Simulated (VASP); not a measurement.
# CdTe (F-43m) in VASP: further runs

One crystal, CdTe, is run at these levels: r2SCAN, r2SCAN+rVV10; tasks: relaxation of cell and atoms.

All numbers are computed with VASP 6.6.1; they aren't measurements. Logs are shortened: lines on timing, memory, paths and dates and some standing lists are left out, and cuts for length are marked.

### Step 1. The structure

It takes space group F-43m (No. 216, cubic). Conventional cell: a = 6.564 Å, b = 6.564 Å, c = 6.564 Å, α = 90.00°, β = 90.00°, γ = 90.00°. Cd (site symmetry -43m) is surrounded by 4 Te at 2.84 Å. Te (site symmetry -43m) is surrounded by 4 Cd at 2.84 Å.

The cell is a database's computed one.

### Step 2. Relaxation of cell and atoms, r2SCAN

INCAR reads:

```
PREC     = Accurate       # precision mode
ENCUT    = 600            # plane-wave cutoff, eV
EDIFF    = 1E-7           # SCF threshold, eV
ISMEAR   = 0              # smearing method
SIGMA    = 0.02           # smearing width, eV
LREAL    = F              # projectors in reciprocal space
LASPH    = T              # aspherical terms in the spheres
NELM     = 60             # most SCF steps
ALGO     = Normal         # electronic algorithm
ISIF     = 3              # what is computed and relaxed
LWAVE    = F              # write WAVECAR
LCHARG   = F              # write CHGCAR
METAGGA  = R2SCAN         # meta-GGA
LMIXTAU  = T            
IBRION   = 2              # ionic algorithm
NSW      = 90             # ionic steps
EDIFFG   = -0.005         # ionic threshold
```

KPOINTS reads:

```
regular mesh
0
Gamma
  10 10 10
```

POSCAR reads:

```
CdTe
1.0
    0.0000000000      3.2821135600      3.2821135600
    3.2821135600      0.0000000000      3.2821135600
    3.2821135600      3.2821135600      0.0000000000
Cd Te
1 1
Direct
    0.0000000000      0.0000000000      0.0000000000
    0.7500000000      0.7500000000      0.7500000000
```

Potentials or basis: VASP PAW PBE potentials, release 64 (Cd, Te).

Run with:

```console
$ cat potpaw_PBE.64/Cd/POTCAR potpaw_PBE.64/Te/POTCAR > POTCAR
$ mpirun -np 1 vasp_std > vasp.out
```

OUTCAR:

```text
PREC = Accurate
   ENCUT = 600
   EDIFF = 1E-7
   ISMEAR = 0
   LREAL = F
   LASPH = T
   NELM = 60
   ISIF = 3
   METAGGA = R2SCAN
   IBRION = 2
   NSW = 90
   EDIFFG = -0.005

 ion  position               nearest neighbor table
   1  0.000  0.000  0.000-   2 2.84   2 2.84   2 2.84   2 2.84
   2  0.750  0.750  0.750-   1 2.84   1 2.84   1 2.84   1 2.84

  LATTYP: Found a face centered cubic cell.
 ALAT       =     6.5642271200

  Lattice vectors:

 A1 = (   0.0000000000,   3.2821135600,   3.2821135600)
 A2 = (   3.2821135600,   0.0000000000,   3.2821135600)
 A3 = (   3.2821135600,   3.2821135600,   0.0000000000)

Analysis of symmetry for initial positions (statically):
=====================================================================
 Subroutine PRICEL returns:
 Original cell was already a primitive cell.

 Routine SETGRP: Setting up the symmetry group for a
 face centered cubic supercell.

 Subroutine GETGRP returns: Found 24 space group operations
 (whereof 24 operations were pure point group operations)
 out of a pool of 48 trial point group operations.

The static configuration has the point symmetry T_d .

Analysis of symmetry for dynamics (positions and initial velocities):
=====================================================================
 Subroutine PRICEL returns:
 Original cell was already a primitive cell.

 Routine SETGRP: Setting up the symmetry group for a
 face centered cubic supercell.

 Subroutine GETGRP returns: Found 24 space group operations
 (whereof 24 operations were pure point group operations)
 out of a pool of 48 trial point group operations.

The dynamic configuration has the point symmetry T_d .

 Subroutine INISYM returns: Found 24 space group operations
 (whereof 24 operations are pure point group operations),
 and found     1 'primitive' translations

----------------------------------------------------------------------------------------

                                     Primitive cell

  volume of cell :      70.7116

  direct lattice vectors                    reciprocal lattice vectors
     0.000000000  3.282113560  3.282113560    -0.152340859  0.152340859  0.152340859
     3.282113560  0.000000000  3.282113560     0.152340859 -0.152340859  0.152340859
     3.282113560  3.282113560  0.000000000     0.152340859  0.152340859 -0.152340859

  length of vectors
     4.641609510  4.641609510  4.641609510     0.263862108  0.263862108  0.263862108

  position of ions in fractional coordinates (direct lattice)
     0.000000000  0.000000000  0.000000000
     0.750000000  0.750000000  0.750000000

  ion indices of the primitive-cell ions
   primitive index   ion index
                 1           1
                 2           2

----------------------------------------------------------------------------------------

 KPOINTS: regular mesh

Automatic generation of k-mesh.
 Grid dimensions read from file:
 generate k-points for:   10   10   10

 Generating k-lattice:

  Cartesian coordinates                     Fractional coordinates (reciprocal lattice)
    -0.015234086  0.015234086  0.015234086     0.100000000  0.000000000  0.000000000
     0.015234086 -0.015234086  0.015234086     0.000000000  0.100000000  0.000000000
     0.015234086  0.015234086 -0.015234086     0.000000000  0.000000000  0.100000000

  Length of vectors
     0.026386211  0.026386211  0.026386211

  Shift w.r.t. Gamma in fractional coordinates (k-lattice)
     0.000000000  0.000000000  0.000000000

 Subroutine IBZKPT returns following result:
 ===========================================

 Found     47 irreducible k-points:

 Following reciprocal coordinates:
            Coordinates               Weight
  0.000000  0.000000  0.000000      1.000000
  0.100000  0.000000  0.000000      8.000000
  0.200000  0.000000  0.000000      8.000000
  0.300000  0.000000  0.000000      8.000000
  0.400000  0.000000  0.000000      8.000000
  0.500000  0.000000  0.000000      4.000000
[... 16 lines left out ...]
  0.300000  0.300000  0.000000      6.000000
  0.400000  0.300000  0.000000     24.000000
 [... further k-points ...]
   k-points           NKPTS =     47   k-points in BZ     NKDIM =     47   number of bands    NBANDS=     13
   number of dos      NEDOS =    301   number of ions     NIONS =      2
   total plane-waves  NPLWV =  64000
   dimension x,y,z NGX =    40 NGY =   40 NGZ =   40
   dimension x,y,z NGXF=    80 NGYF=   80 NGZF=   80
   ions per type =               1   1
   NGX,Y,Z   is equivalent  to a cutoff of  14.33, 14.33, 14.33 a.u.
   NGXF,Y,Z  is equivalent  to a cutoff of  28.65, 28.65, 28.65 a.u.
 SYSTEM =  unknown system
   PREC   = accura    normal or accurate (medium, high low for compatibility)
   ISTART =      0    job   : 0-new  1-cont  2-samecut
   ICHARG =      2    charge: 1-file 2-atom 10-const
   ISPIN  =      1    spin polarized calculation?
   LNONCOLLINEAR =      F non collinear calculations
   LSORBIT =      F    spin-orbit coupling
   LASPH  =      T    aspherical Exc in radial PAW
   ENCUT  =  600.0 eV  44.10 Ry    6.64 a.u.   9.27  9.27  9.27*2*pi/ulx,y,z
   NELM   =     60;   NELMIN=  2; NELMDL= -5     # of ELM steps
   EDIFF  = 0.1E-06   stopping-criterion for ELM
   LREAL  =      F    real-space projection
   EDIFFG = -.5E-02   stopping-criterion for IOM
   NSW    =     90    number of steps for IOM
   IBRION =      2    ionic relax: 0-MD 1-quasi-New 2-CG
   NFREE  =      1    steps in history (QN), initial steepest desc. (CG)
   ISIF   =      3    stress and relaxation
   ISYM   =      2    0-nonsym 1-usesym 2-fastsym
   POTIM  = 0.5000    time-step for ionic-motion
   TEBEG  =    0.0;   TEEND  =   0.0 temperature during run
   PSTRESS=    0.0 pullay stress
   NELECT =      18.0000    total number of electrons
   NUPDOWN=      -1.0000    fix difference up-down
   EMIN   =  10.00;   EMAX   =-10.00  energy-range for DOS
   EFERMI =   0.00;   METHOD = LEGACY
   ISMEAR =     0;   SIGMA  =   0.02  broadening in eV -4-tet -1-fermi 0-gaus
   EFERMI_NEDOS =   21; number of points for ismear=-14 and -15
   IALGO  =     38    algorithm
   IMIX   =      4    mixing-type and parameters
     AMIX     =   0.40;   BMIX     =  1.00
     AMIX_MAG =   1.60;   BMIX_MAG =  1.00
  volume/ion in A,a.u.               =      35.36       238.59
  Fermi-wavevector in a.u.,A,eV,Ry     =   1.037533  1.960654 14.646338  1.076475
  Thomas-Fermi vector in A             =   2.171976
   LORBIT       =      0    0 simple, 1 ext, 2 COOP (PROOUT), +10 PAW based schemes
   METAGGA = R2SCAN    functional components
   LHFCALC =     F    Hartree Fock is set to
   AEXX    =    0.0000 exact exchange contribution
   IVDW    =     0    specifies the selected vdW correction
   LEPSILON=     F    determine dielectric tensor
   LRPA    =     F    only Hartree local field effects (RPA)
 conjugate gradient relaxation of ions
 non-spin polarized calculation
 Gauss-broadening in eV      SIGMA  =   0.02
  energy-cutoff  :      600.00
  volume of cell :       70.71
 maximum number of plane-waves:      2397
 NGX is ok and might be reduce to    40
   NGX = 19   NGY = 19   NGZ = 19

--------------------------------------- Ionic step        1  -------------------------------------------

 number of electron      17.9999999 magnetization

 Free energy of the ion-electron system (eV)
  ---------------------------------------------------
  ext. energy  EPLUGINS =         0.00000000
  ---------------------------------------------------
  free energy    TOTEN  =       -46.64615427 eV

  energy without entropy =      -46.64615427  energy(sigma->0) =      -46.64615427

------------------------ aborting loop because EDIFF is reached ----------------------------------------

  FORCE on cell =-STRESS in cart. coord.  units (eV):
  Direction    XX          YY          ZZ          XY          YZ          ZX
  --------------------------------------------------------------------------------------
  -------------------------------------------------------------------------------------
  Total       -0.0258497     -0.0258497     -0.0258497     -0.0000000     -0.0000000      0.0000000
  in kB       -0.5857012     -0.5857012     -0.5857012     -0.0000000     -0.0000000      0.0000000
  external PRESSURE =      -0.5857012 kB  Pullay stress =       0.0000000 kB

 VOLUME and BASIS-vectors are now :
 -----------------------------------------------------------------------------
  energy-cutoff  :      600.00
  volume of cell :       70.71
      direct lattice vectors                 reciprocal lattice vectors
     0.000000000  3.282113560  3.282113560    -0.152340859  0.152340859  0.152340859
     3.282113560  0.000000000  3.282113560     0.152340859 -0.152340859  0.152340859
     3.282113560  3.282113560  0.000000000     0.152340859  0.152340859 -0.152340859

 POSITION                                       TOTAL-FORCE (eV/Angst)
 -----------------------------------------------------------------------------------
      0.00000      0.00000      0.00000         0.000000      0.000000      0.000000
      4.92317      4.92317      4.92317        -0.000000     -0.000000     -0.000000
 -----------------------------------------------------------------------------------
    total drift:                                0.000001      0.000001      0.000001

  FREE ENERGIE OF THE ION-ELECTRON SYSTEM (eV)
  ---------------------------------------------------
  free  energy   TOTEN  =       -46.6461542685 eV

  energy  without entropy=      -46.6461542685  energy(sigma->0) =      -46.64615427

--------------------------------------- Ionic step        2  -------------------------------------------

 number of electron      17.9999999 magnetization

 Free energy of the ion-electron system (eV)
  ---------------------------------------------------
  ext. energy  EPLUGINS =         0.00000000
  ---------------------------------------------------
  free energy    TOTEN  =       -46.64617592 eV

  energy without entropy =      -46.64617592  energy(sigma->0) =      -46.64617592

 E-fermi :   1.8600     XC(G=0):  -8.9359

 val. band max:        1.7738267764   @ k =   0.0000   0.0000   0.0000
 cond. band min:       2.9277560808   @ k =   0.0000   0.0000   0.0000
 fundamental gap:      1.1539293043
 Fermi energy:         1.8599541483

 k-point     1 :       0.0000    0.0000    0.0000
  band No.  band energies     occupation
      1      -9.5439      2.00000
      2      -6.6696      2.00000
      3      -6.6696      2.00000
      4      -6.6696      2.00000
      5      -6.4132      2.00000
      6      -6.4132      2.00000
      7       1.7738      2.00000
      8       1.7738      2.00000
      9       1.7738      2.00000
     10       2.9278      0.00000
     11       6.8291      0.00000
     12       6.8291      0.00000
     13       6.8291      0.00000

 k-point     2 :       0.1000    0.0000    0.0000
  band No.  band energies     occupation
      1      -9.5077      2.00000
      2      -6.6627      2.00000
      3      -6.6627      2.00000
      4      -6.6394      2.00000
      5      -6.4136      2.00000
      6      -6.4136      2.00000
      7       0.9488      2.00000
      8       1.6889      2.00000
      9       1.6890      2.00000
     10       3.5604      0.00000
     11       6.7575      0.00000
[... 339 lines left out ...]
 k-point    24 :       0.4000    0.3000    0.0000
  band No.  band energies     occupation
      1      -9.1468      2.00000
      2      -6.5589      2.00000
      3      -6.5521      2.00000
      4      -6.4823      2.00000
      5      -6.3914      2.00000
      6      -6.1494      2.00000
      7      -1.7839      2.00000
      8       0.1525      2.00000
      9       0.3209      2.00000
     10       4.9665      0.00000
     11       5.4489      0.00000
     12       8.9228      0.00000
     13       9.6616      0.00000

 [... further k-points ...]

------------------------ aborting loop because EDIFF is reached ----------------------------------------

  FORCE on cell =-STRESS in cart. coord.  units (eV):
  Direction    XX          YY          ZZ          XY          YZ          ZX
  --------------------------------------------------------------------------------------
  -------------------------------------------------------------------------------------
  Total        0.0069223      0.0069223      0.0069223      0.0000000      0.0000000      0.0000000
  in kB        0.1571391      0.1571391      0.1571391      0.0000000      0.0000000      0.0000000
  external PRESSURE =       0.1571391 kB  Pullay stress =       0.0000000 kB

 VOLUME and BASIS-vectors are now :
 -----------------------------------------------------------------------------
  energy-cutoff  :      600.00
  volume of cell :       70.58
      direct lattice vectors                 reciprocal lattice vectors
    -0.000000000  3.280067063  3.280067063    -0.152435908  0.152435908  0.152435908
     3.280067063 -0.000000000  3.280067063     0.152435908 -0.152435908  0.152435908
     3.280067063  3.280067063 -0.000000000     0.152435908  0.152435908 -0.152435908

 POSITION                                       TOTAL-FORCE (eV/Angst)
 -----------------------------------------------------------------------------------
     -0.00000      3.28007      3.28007        -0.000000      0.000000      0.000000
      4.92010      4.92010      4.92010         0.000000     -0.000000     -0.000000
 -----------------------------------------------------------------------------------
    total drift:                                0.000001      0.000001      0.000001

  FREE ENERGIE OF THE ION-ELECTRON SYSTEM (eV)
  ---------------------------------------------------
  free  energy   TOTEN  =       -46.6461759214 eV

  energy  without entropy=      -46.6461759214  energy(sigma->0) =      -46.64617592

 reached required accuracy - stopping structural energy minimisation
```

Wall time 5.3 min (1 thread of AMD EPYC 9R45 (Zen 5), shared host); peak memory 0.27 GiB.

What came out:

| Quantity | Value |
| --- | --- |
| Free energy | -46.6462 eV |
| Relaxed volume | 35.29 Å³/atom |
| Relaxed cell | a = 4.639 Å, b = 4.639 Å, c = 4.639 Å, α = 60.00°, β = 60.00°, γ = 60.00° |
| Space group after relaxing (to 0.05 Å) | F-43m (No. 216) |
| Energy gained by relaxing | 0.0 meV/atom |
| Ionic steps | 2 |
| Pressure after relaxing | 0.0 GPa |
| Band gap on the k mesh | 1.15 eV, direct |

Final structure:
```xyz
2
Lattice="0.0000 3.2801 3.2801 3.2801 0.0000 3.2801 3.2801 3.2801 0.0000" Properties=species:S:1:pos:R:3 pbc="T T T"
Cd    0.0000    3.2801    3.2801
Te    4.9201    4.9201    4.9201
```

Levels at points of the mesh, in eV from the valence-band top:
| k point | band 6 | band 7 | band 8 | band 9 | band 10 | band 11 | band 12 | band 13 |
| --- | --- | --- | --- | --- | --- | --- | --- | --- |
| (0.00, 0.00, 0.00) | -8.19 | 0.00 | 0.00 | 0.00 | 1.15 | 5.06 | 5.06 | 5.06 |
| (0.50, 0.00, 0.00) | -7.84 | -4.29 | -0.74 | -0.74 | 2.19 | 5.60 | 5.60 | 7.38 |
| (0.50, 0.50, 0.00) | -7.70 | -4.17 | -1.79 | -1.79 | 2.96 | 2.99 | 9.25 | 9.63 |

Caveat: the PAW data sets were made with another functional, which shifts forces and pressure a little; spin-orbit coupling is left out, which moves the levels of the heavy elements. r2SCAN opens gaps a little over a GGA but as a rule still falls short of measured ones.

### Step 3. Relaxation of cell and atoms, r2SCAN+rVV10

Changes to INCAR since step 2:

```diff
@@ -14,2 +14,6 @@
 LMIXTAU  = T            
+LUSE_VDW = T            
+IVDW_NL  = 2            
+BPARAM   = 11.95        
+CPARAM   = 0.0093       
 IBRION   = 2              # ionic algorithm
```

KPOINTS is that of step 2.

POSCAR is that of step 2.

Potentials or basis: VASP PAW PBE potentials, release 64 (Cd, Te).

Run with:

```console
$ cat potpaw_PBE.64/Cd/POTCAR potpaw_PBE.64/Te/POTCAR > POTCAR
$ mpirun -np 1 vasp_std > vasp.out
```

Wall time 10 min (1 thread of AMD EPYC 9R45 (Zen 5), shared host); peak memory 0.49 GiB.

Results (log left out):

* Free energy: -46.0065 eV
* Relaxed volume: 34.76 Å³/atom
* Relaxed cell: a = 4.615 Å, b = 4.615 Å, c = 4.615 Å, α = 60.00°, β = 60.00°, γ = 60.00°
* Space group after relaxing (to 0.05 Å): F-43m (No. 216)
* Energy gained by relaxing: 1.3 meV/atom
* Ionic steps: 3
* Pressure after relaxing: 0.0 GPa
* Band gap on the k mesh: 1.16 eV, direct

The path:
```csv
step,energy change (eV),largest force (eV/Å),pressure (GPa),volume (Å³)
1,0.0000,0.0000,-0.69,70.71
2,-0.0024,0.0000,0.22,69.17
3,-0.0026,0.0000,0.00,69.52
```

Final structure:
```
Cd Te
1.0
     0.00000    3.26364    3.26364
     3.26364    0.00000    3.26364
     3.26364    3.26364    0.00000
Cd Te
1 1
Cartesian
  0.0000 0.0000 0.0000
  4.8955 4.8955 4.8955
```

Levels at points of the mesh, in eV from the valence-band top:
| k point | band 7 | band 8 | band 9 | band 10 | band 11 | band 12 |
| --- | --- | --- | --- | --- | --- | --- |
| (0.00, 0.00, 0.00) | 0.00 | 0.00 | 0.00 | 1.16 | 5.02 | 5.02 |
| (0.50, 0.00, 0.00) | -4.39 | -0.76 | -0.76 | 2.17 | 5.56 | 5.56 |
| (0.50, 0.50, 0.00) | -4.26 | -1.85 | -1.85 | 2.84 | 2.95 | 9.27 |

Caveat: the PAW data sets were made with another functional, which shifts forces and pressure a little; spin-orbit coupling is left out, which moves the levels of the heavy elements. r2SCAN opens gaps a little over a GGA but as a rule still falls short of measured ones.
